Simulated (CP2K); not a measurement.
Runs of CP2K 2026.2 on La. Symmetry: Im-3m, No. 229, cubic system. The conventional cell has a = 4.248 Å, b = 4.248 Å, c = 4.248 Å, α = 90.00°, β = 90.00°, γ = 90.00°. La (site symmetry m-3m) has 8 La at 3.68 Å as nearest neighbours. This isn't the form of La at room conditions, which is double hcp.

```csv
task,level,points a segment of the path (NPOINTS),bands added on the path,gap on the mesh (eV),pressure (GPa)
single point,RPBE,-,-,none,1.5
band structure,PBEsol,10,6,none,-1.7
band structure,M06-L,10,6,none,(a)
single point,AM05,-,-,none,-1.2
band structure,LDA,10,6,none,-2.9
single point,WC,-,-,none,(b)
```

Alike in all rows: potentials or basis GTH_POTENTIALS La GTH-PBE-q11; TZVP-MOLOPT-SR-GTH basis; no spin polarisation; cell as given; k mesh 9 × 9 × 9; smearing fermi-dirac 0.05 eV.

Problem. Estimate the missing entries.

Solution. (a) 2.1; (b) -1.6.

Caveats: the potentials were made for another functional, which shifts forces and pressure; the basis of atomic orbitals isn't converged, which shifts pressures, moduli and gaps; spin-orbit coupling is left out, which moves the levels of the heavy elements (some runs).

A k mesh can miss the band edges, and the runs leave out spin-orbit coupling on La.

A gap of «none» marks a metal or a gap under the smearing width.

Runs at the PBE level aren't shown here.
